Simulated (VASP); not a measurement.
**A vacancy on the Cu site in AlCuAu**

How easily does a vacancy on the Cu site form in AlCuAu? The host is relaxed first, then a supercell is run with and without the defect. The cell takes the structure of LiAlAu from the Materials Project database, with elements swapped. The cell is invented: it takes the structure of a Materials Project entry for LiAlAu (space group 194 there), with some of its atoms replaced by other elements, volume scaled by an estimate. It may not be a known or stable phase.

Program: VASP 6.6.1. Level of theory: PBE; plane waves and PAW (Au, Cu, Al), in the first sound run; inputs show where later runs differ. Results are calculated unless marked as measured.

### Step 1. The host crystal

Symmetry: P6_3/mmc, No. 194, hexagonal system. The conventional cell has a = 4.166 Å, b = 4.166 Å, c = 5.283 Å, α = 90.00°, β = 90.00°, γ = 120.00°. Nearest to Au lie 2 Au at 2.64 Å and 6 Cu at 2.74 Å and 6 Al at 2.74 Å. Nearest to Cu lie 5 Al at 2.41 to 2.64 Å and 6 Au at 2.74 Å. Nearest to Al lie 5 Cu at 2.41 to 2.64 Å and 6 Au at 2.74 Å. It derives from LiAlAu. It takes the structure of a Materials Project entry for LiAlAu (space group 194 there), with some of its atoms replaced by other elements, volume scaled by an estimate. Farther neighbours are not listed.

### Step 2. The host at zero pressure

First cell and atoms are relaxed at a raised cutoff, so that later runs start from this functional's own cell.

INCAR

```
SYSTEM = AlCuAu
PREC = Accurate
ENCUT = 390
EDIFF = 1E-06
NELM = 120
ISMEAR = 0
SIGMA = 0.05
LREAL = .FALSE.
ALGO = Normal
GGA = PE
NBANDS = 31
LORBIT = 11
LWAVE = .FALSE.
LCHARG = .FALSE.
KPAR = 4
IBRION = 2
NSW = 40
ISIF = 3
EDIFFG = -0.02
POTIM = 0.4
```

POSCAR

```
AlCuAu
1.0
    4.1656790000      0.0000000000      0.0000000000
   -2.0828390000      3.6075840000      0.0000000000
    0.0000000000      0.0000000000      5.2833640000
Au Cu Al
2 2 2
Direct
    0.0000000000      0.0000000000      0.0000000000
    0.0000000000      0.0000000000      0.5000000000
    0.3333333300      0.6666666700      0.7500000000
    0.6666666700      0.3333333300      0.2500000000
    0.3333333300      0.6666666700      0.2500000000
    0.6666666700      0.3333333300      0.7500000000
```

KPOINTS

```
Automatic mesh
0
Gamma
5 5 4
0 0 0
```

PAW data sets: Au, Cu and Al (PBE family, release 64).

Run with:

```
> mpirun -np 4 vasp_std
```

The program printed:

```text
[banner, memory and clock lines left out]
running    4 mpi-ranks, on    1 nodes
 distrk:  each k-point on    1 cores,    4 groups
 distr:  one band on    1 cores,    1 groups

 POSCAR found type information on POSCAR AuCuAl
 POSCAR found :  3 types and       6 ions
 LDA part: xc-table for (Slater+PW92), standard interpolation
 POSCAR, INCAR and KPOINTS ok, starting setup
 FFT: planning ... GRIDC
 FFT: planning ... GRID_SOFT
 FFT: planning ... GRID
 WAVECAR not read
 entering main loop
       N       E                     dE             d eps       ncg     rms          rms(c)
DAV:   1     0.371100304992E+03    0.37110E+03   -0.18683E+04   954   0.165E+03
DAV:   2     0.117748303151E+02   -0.35933E+03   -0.33899E+03   944   0.371E+02
DAV:   3    -0.249457633080E+02   -0.36721E+02   -0.34661E+02  1215   0.135E+02
DAV:   4    -0.260817270738E+02   -0.11360E+01   -0.11323E+01  1256   0.240E+01
DAV:   5    -0.261007989654E+02   -0.19072E-01   -0.19066E-01  1264   0.276E+00    0.228E+01
DAV:   6    -0.238857090710E+02    0.22151E+01   -0.41350E+01  1268   0.144E+02    0.117E+01
DAV:   7    -0.220290771951E+02    0.18566E+01   -0.12520E+01  1205   0.137E+02    0.932E+00
DAV:   8    -0.219745474878E+02    0.54530E-01   -0.10605E+00  1472   0.145E+01    0.476E+00
DAV:   9    -0.219399983757E+02    0.34549E-01   -0.27433E-01  1464   0.154E+01    0.847E-01
DAV:  10    -0.219324378770E+02    0.75605E-02   -0.91828E-02  1433   0.992E+00    0.391E-01
DAV:  11    -0.219315731978E+02    0.86468E-03   -0.90582E-03  1355   0.241E+00    0.145E-01
DAV:  12    -0.219314169031E+02    0.15629E-03   -0.68253E-04  1404   0.256E-01    0.288E-02
DAV:  13    -0.219314044986E+02    0.12405E-04   -0.85706E-05  1489   0.166E-01    0.765E-03
DAV:  14    -0.219314040713E+02    0.42726E-06   -0.73016E-06  1030   0.244E-02
   1 F= -.21931404E+02 E0= -.21930055E+02  d E =-.219314E+02
 curvature:   0.00 expect dE= 0.000E+00 dE for cont linesearch  0.000E+00
 trial: gam= 0.00000 g(F)=  0.340E-44 g(S)=  0.205E+01 ort = 0.000E+00 (trialstep = 0.100E+01)
 search vector abs. value=  0.205E+01
 bond charge predicted
       N       E                     dE             d eps       ncg     rms          rms(c)
DAV:   1    -0.464971189935E+02   -0.24566E+02   -0.48938E+02  1165   0.376E+02    0.381E+01
DAV:   2    -0.248142607285E+02    0.21683E+02   -0.11209E+02  1198   0.221E+02    0.118E+01
DAV:   3    -0.237800520017E+02    0.10342E+01   -0.20738E+01  1359   0.103E+02    0.159E+01
DAV:   4    -0.229552806834E+02    0.82477E+00   -0.20390E+00  1414   0.450E+01    0.121E+01
DAV:   5    -0.224642158495E+02    0.49106E+00   -0.28593E+00  1513   0.642E+01    0.263E+00
DAV:   6    -0.223494829003E+02    0.11473E+00   -0.57550E-01  1422   0.151E+01    0.127E+00
DAV:   7    -0.223312476988E+02    0.18235E-01   -0.82433E-02  1466   0.529E+00    0.474E-01
DAV:   8    -0.223295659000E+02    0.16818E-02   -0.16031E-02  1437   0.209E+00    0.119E-01
DAV:   9    -0.223294668248E+02    0.99075E-04   -0.13033E-03  1452   0.642E-01    0.422E-02
DAV:  10    -0.223294831255E+02   -0.16301E-04   -0.25004E-04  1420   0.233E-01    0.227E-02
DAV:  11    -0.223294731647E+02    0.99608E-05   -0.43633E-05  1445   0.132E-01    0.137E-02
DAV:  12    -0.223294730698E+02    0.94915E-07   -0.48514E-06   956   0.197E-02
   2 F= -.22329473E+02 E0= -.22328124E+02  d E =-.398069E+00
[...]
3 F= -.22504792E+02 E0= -.22502004E+02  d E =-.573388E+00
[...]
4 F= -.22504755E+02 E0= -.22502051E+02  d E =-.573351E+00
[...]
5 F= -.22506708E+02 E0= -.22504195E+02  d E =-.195355E-02
 trial-energy change:   -0.001954  1 .order   -0.001946   -0.002836   -0.001056
 step:   1.4512(harm=  1.4723)  dis= 0.00000  next Energy=   -22.507010 (dE=-0.226E-02)
 bond charge predicted
       N       E                     dE             d eps       ncg     rms          rms(c)
DAV:   1    -0.225086953051E+02   -0.19863E-02   -0.73757E-02  1031   0.182E+00    0.254E-01
DAV:   2    -0.225075396696E+02    0.11556E-02   -0.19519E-03  1332   0.549E-01    0.138E-01
DAV:   3    -0.225070814653E+02    0.45820E-03   -0.52608E-04  1437   0.367E-01    0.493E-02
DAV:   4    -0.225070521695E+02    0.29296E-04   -0.23235E-04  1412   0.430E-01    0.309E-02
DAV:   5    -0.225070390342E+02    0.13135E-04   -0.59811E-05  1268   0.228E-01    0.119E-02
DAV:   6    -0.225070393106E+02   -0.27641E-06   -0.68308E-06  1098   0.270E-02
   6 F= -.22507039E+02 E0= -.22504641E+02  d E =-.228462E-02
 curvature:  -0.74 expect dE=-0.151E-03 dE for cont linesearch -0.111E-05
 trial: gam=-0.01849 g(F)=  0.207E-43 g(S)=  0.203E-03 ort = 0.682E-04 (trialstep = 0.103E+01)
 search vector abs. value=  0.201E-03
 reached required accuracy - stopping structural energy minimisation
```

Elapsed: 54 s, on 4 MPI ranks of Intel Xeon Platinum 8488C (Sapphire Rapids), shared host; peak memory 0.78 GiB; 3.5 min of CPU time.

Lines that name or quote the potential files are left out of all logs, and their timing lines are given in words.

Parts of OUTCAR (step 2):

```text
ion  position               nearest neighbor table
   1  0.000  0.000  0.000-   2 2.64   2 2.64   4 2.74   5 2.74   6 2.74   3 2.74   3 2.74   5 2.74
                             4 2.74   6 2.74   4 2.74   6 2.74   3 2.74   5 2.74
   2  0.000  0.000  0.500-   1 2.64   1 2.64   4 2.74   5 2.74   6 2.74   3 2.74   3 2.74   5 2.74
                             4 2.74   6 2.74   4 2.74   6 2.74   3 2.74   5 2.74
   3  0.333  0.667  0.750-   6 2.41   6 2.41   6 2.41   5 2.64   5 2.64   1 2.74   2 2.74   2 2.74
                             1 2.74   2 2.74   1 2.74
   4  0.667  0.333  0.250-   5 2.41   5 2.41   5 2.41   6 2.64   6 2.64   1 2.74   2 2.74   1 2.74
                             2 2.74   1 2.74   2 2.74
   5  0.333  0.667  0.250-   4 2.41   4 2.41   4 2.41   3 2.64   3 2.64   1 2.74   2 2.74   2 2.74
                             1 2.74   2 2.74   1 2.74
   6  0.667  0.333  0.750-   3 2.41   3 2.41   3 2.41   4 2.64   4 2.64   1 2.74   2 2.74   1 2.74
                             2 2.74   1 2.74   2 2.74

  LATTYP: Found a hexagonal cell.
 ALAT       =     4.1656790000
 C/A-ratio  =     1.2683079997

 Subroutine GETGRP returns: Found 24 space group operations
 (whereof 12 operations were pure point group operations)

The static configuration has the point symmetry D_3d.
 The point group associated with its full space group is D_6h.

 Found     15 irreducible k-points:

   k-points           NKPTS =     15   k-points in BZ     NKDIM =     15   number of bands    NBANDS=     31

   dimension x,y,z NGX =    28 NGY =   28 NGZ =   36
   dimension x,y,z NGXF=    56 NGYF=   56 NGZF=   72

   ENCUT  =  390.0 eV  28.66 Ry    5.35 a.u.   6.71  6.71  8.51*2*pi/ulx,y,z

   NELECT =      50.0000    total number of electrons

 k-points in reciprocal lattice and weights: Automatic mesh
   0.00000000  0.00000000  0.00000000       0.010
   0.20000000  0.00000000  0.00000000       0.060
   0.40000000 -0.00000000  0.00000000       0.060
   0.20000000  0.20000000  0.00000000       0.060
   0.40000000  0.20000000  0.00000000       0.060
   0.00000000  0.00000000  0.25000000       0.020
   0.20000000  0.00000000  0.25000000       0.120
   0.40000000 -0.00000000  0.25000000       0.120
   0.20000000  0.20000000  0.25000000       0.120
[...]
0.20000000  0.20000000  0.50000000       0.060
   0.40000000  0.20000000  0.50000000       0.060

 average (electrostatic) potential at core
       1 -65.5428       2 -65.5428       3 -62.8775       4 -62.8775       5 -72.0049
       6 -72.0049

 E-fermi :   9.3050

 k-point     1 :       0.0000    0.0000    0.0000
  band No.  band energies     occupation
    ...
     19       5.8618      2.00000
     20       6.3661      2.00000
     21       6.3908      2.00000
     22       6.3908      2.00000
     23       7.8627      2.00000
     24      10.6730      0.00000
     25      10.6730      0.00000
     26      10.8671      0.00000
     27      11.8690      0.00000
     28      11.8690      0.00000
    ...

 k-point     2 :       0.2000    0.0000    0.0000
  band No.  band energies     occupation
    ...
     21       6.3536      2.00000
     22       6.4778      2.00000
     23       7.7417      2.00000
     24       7.7454      2.00000
     25       8.8291      2.00000
     26      10.6486      0.00000
     27      11.4801      0.00000
     28      12.1297      0.00000
     29      12.6783      0.00000
     30      13.5404      0.00000
    ...

 k-point     3 :       0.4000   -0.0000    0.0000
  band No.  band energies     occupation
    ...
     21       6.3038      2.00000
     22       6.3402      2.00000
     23       6.6405      2.00000
     24       7.0585      2.00000
     25       7.3546      2.00000
     26       9.9351      0.00000
     27      10.0860      0.00000
     28      10.5652      0.00000
     29      13.0344      0.00000
     30      13.3257      0.00000
    ...

  Total       -0.1049433     -0.1049433     -0.0975700     -0.0000000      0.0000000     -0.0000000
  in kB       -1.8779248     -1.8779250     -1.7459814     -0.0000003      0.0000000     -0.0000000
  external PRESSURE =      -1.8339437 kB  Pullay stress =       0.0000000 kB

  energy-cutoff  :      390.00
  volume of cell :       89.53
      direct lattice vectors                 reciprocal lattice vectors
     4.313274042  0.000000020  0.000000000     0.231842444  0.133854258 -0.000000000
    -2.156636486  3.735405063  0.000000000    -0.000000001  0.267708583 -0.000000000
    -0.000000000  0.000000000  5.557025689    -0.000000000 -0.000000000  0.179952380

 POSITION                                       TOTAL-FORCE (eV/Angst)
 -----------------------------------------------------------------------------------
      0.00000      0.00000      5.55703         0.000000     -0.000000      0.000000
      0.00000      0.00000      2.77851         0.000000     -0.000000      0.000000
      0.00000      2.49027      4.16777        -0.000000     -0.000000      0.000000
      2.15664      1.24514      1.38926         0.000000      0.000000     -0.000000
      0.00000      2.49027      1.38926         0.000000     -0.000000     -0.000000
      2.15664      1.24514      4.16777         0.000000      0.000000      0.000000
 -----------------------------------------------------------------------------------
    total drift:                                0.000000     -0.000000      0.000000

  FREE ENERGIE OF THE ION-ELECTRON SYSTEM (eV)
  ---------------------------------------------------
  free  energy   TOTEN  =       -22.5070393106 eV

  energy  without entropy=      -22.5022424956  energy(sigma->0) =      -22.50464090

 reached required accuracy - stopping structural energy minimisation

 total charge
# of ion       s       p       d       tot
------------------------------------------
    1        0.588   0.480   8.666   9.734
    2        0.588   0.480   8.666   9.734
    3        0.426   0.375   9.187   9.988
    4        0.426   0.375   9.187   9.988
    5        0.388   0.344   0.000   0.732
    6        0.388   0.344   0.000   0.732
--------------------------------------------------
tot          2.804   2.398  35.706  40.907

[... 3 further parts left out ...]
```

CONTCAR:

```
AlCuAu
   1.00000000000000
     4.3132740417875377    0.0000000202295361    0.0000000000000000
    -2.1566364856588716    3.7354050626370250    0.0000000000000000
    -0.0000000000000000    0.0000000000000000    5.5570256894651680
  Au              Cu              Al
     2     2     2
Direct
     0.0000000000000000    0.0000000000000000    1.0000000000000000
     0.0000000000000000    0.0000000000000000    0.5000000000000000
     0.3333333300000021    0.6666666699999979    0.7500000000000000
     0.6666666699999979    0.3333333300000021    0.2500000000000000
     0.3333333300000021    0.6666666699999979    0.2500000000000000
     0.6666666699999979    0.3333333300000021    0.7500000000000000
```

The k-mesh is coarse for a metal. After so large a change of volume the plane waves of the start cell no longer fit, so the final stress carries a basis-set error. The run keeps the 24 symmetry operations of its start, so it cannot find a distortion of lower symmetry.

Step by step:

| step | energy less that of the first step (eV) | largest force (eV/Å) | pressure (GPa) | volume (Å³) |
| --- | --- | --- | --- | --- |
| 1 | 0.0000 | 0.0000 | 20.73 | 79.40 |
| 2 | -0.3981 | 0.0000 | -7.75 | 96.19 |
| 3 | -0.5734 | 0.0000 | 0.11 | 89.38 |
| 4 | -0.5734 | 0.0000 | -0.21 | 89.59 |
| 5 | -0.5753 | 0.0000 | -0.14 | 89.55 |
| 6 | -0.5756 | 0.0000 | -0.18 | 89.53 |

| conventional cell, symmetrised | before | after | change |
| --- | --- | --- | --- |
| a (Å) | 4.166 | 4.313 | +3.5 % |
| b (Å) | 4.166 | 4.313 | +3.5 % |
| c (Å) | 5.283 | 5.557 | +5.2 % |
| volume (Å³/atom) | 13.23 | 14.92 | +12.8 % |

Final coordinates:

```
Au Cu Al
1.0
     4.31327    0.00000    0.00000
    -2.15664    3.73541    0.00000
     0.00000    0.00000    5.55703
Au Cu Al
2 2 2
Direct
  0.00000 0.00000 0.00000
  0.00000 0.00000 0.50000
  0.33333 0.66667 0.75000
  0.66667 0.33333 0.25000
  0.33333 0.66667 0.25000
  0.66667 0.33333 0.75000
```

Numbers from this step:

```yaml
electronic_cycles: 58
electrons: 50
free_energy_toten: -22.51 eV
energy_at_zero_smearing: -22.50 eV
fermi_energy: 9.305 eV
labelled_metallic_from_the_levels_on_this_mesh: yes
```

The run ended after 6 ionic steps, 0.576 eV below its first step, once forces and stress met EDIFFG = -0.02.

(Part 1 of 3 ends here.)

[Lines on the potential files, build, host, timing and source positions are cut from VASP's logs without a mark.]

[Logs are printed without paths, hosts, clocks, repeated set-up lines and the standing remarks that a program may print on its own settings, such as how far it seeks lower states.]

[Hosts, paths, dates, database ids (printed as entryN), source tags and the programs' standing remarks are cut or masked in the printed files.]

[In band tables of VASP the shares of atoms and orbitals are scaled to a sum of 1 inside the atoms' spheres.]

[Runs that stopped without an error message from VASP are left out.]
